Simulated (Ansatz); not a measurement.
KBr (Fm-3m), a vibration from a frozen displacement

Theory: Ansatz, DFT r2SCAN, scalar-relativistic, plane waves, PAW. The runs took a 500 eV cutoff, a Γ-centred 6×6×6 mesh and Gaussian smearing (0.05 eV). No spin polarisation. Energies are free energies at this smearing, counted from the undisturbed cell; pressure is positive in compression.

The undisturbed cell (as given, not relaxed at this level; it stands at 0.2 GPa):

```
K Br
1.0
     0.00000    3.29250    3.29250
     3.29250    0.00000    3.29250
     3.29250    3.29250    0.00000
K Br
1 1
Cartesian
  0.0000 0.0000 0.0000
  3.2925 3.2925 3.2925
```

Every Br atom is moved by x along the Cartesian unit vector (0.000, -0.707, -0.707); the cell and all other atoms stay fixed. The cell's volume is 71.39 Å³; the moved atoms weigh 79.904 u together and the others 39.098 u. Some rows repeat others by symmetry and weren't run.

| x (Å) | ΔE (meV/cell) | total force on the moved atoms along the move (eV/Å) | pressure (GPa) |
| --- | --- | --- | --- |
| -0.5000 | 184.19 | 0.7886 | 1.6994 |
| -0.4375 | 138.66 | 0.6696 | 1.3383 |
| -0.3750 | 100.33 | 0.5582 | 1.0275 |
| -0.3125 | 68.74 | 0.4535 | 0.7662 |
| -0.2500 | 43.50 | 0.3551 | 0.5537 |
| -0.1875 | 24.25 | 0.2616 | 0.3893 |
| -0.1250 | 10.71 | 0.1721 | 0.2723 |
| -0.0625 | 2.67 | 0.0854 | 0.2023 |
| 0.0000 | 0.00 | 0.0000 | 0.1790 |
| 0.0625 | 2.67 | -0.0854 | 0.2023 |
| 0.1250 | 10.71 | -0.1721 | 0.2723 |
| 0.1875 | 24.25 | -0.2616 | 0.3893 |
| 0.2500 | 43.50 | -0.3551 | 0.5537 |
| 0.3125 | 68.74 | -0.4535 | 0.7662 |
| 0.3750 | 100.33 | -0.5582 | 1.0275 |
| 0.4375 | 138.66 | -0.6696 | 1.3383 |
| 0.5000 | 184.19 | -0.7886 | 1.6994 |

What frequency belongs to this motion?

The force constant is k = −dF/dx = 1.367 eV/Å², from the parabola through x = -0.0625, 0 and 0.0625. In every cell the moved atoms swing against the rest, so the mass is μ = m₁m₂/(m₁ + m₂) = 26.253 u, and ν̃ = 521.5 cm⁻¹ × √(|k|/μ) = 119 cm⁻¹. To first order in x, and within 1 %, the force on every atom lies along the move and, within each of the two groups, in proportion to the atom's mass, so this is itself a mode at the zone centre of this cell, taken without macroscopic field (the transverse frequency in a polar insulator).

How far does the harmonic law reach?

At x = -0.500 Å, kx²/2 = 170.84 meV against the computed 184.19 meV (+7.8 %): the well is still close to harmonic there.

The pressure changes with x². What does that say about the frequency under compression?

With E = k(V)x²/2, k ∝ V^(−2γ) and x scaling with the cell as V^(1/3), P − P0 = −∂E/∂V = (2γ − 2/3) ΔE/V. At x = 0.1250 Å, V(P − P0) = 71.39 × 0.09331 / 160.2 eV = 41.57 meV and ΔE = 10.71 meV, so γ = 1/3 + V(P − P0)/(2ΔE) = 2.27. This is the Grüneisen parameter of the motion under uniform scaling of the cell: shrinking the cell evenly by 1 % in volume raises the frequency by about 2.27 %.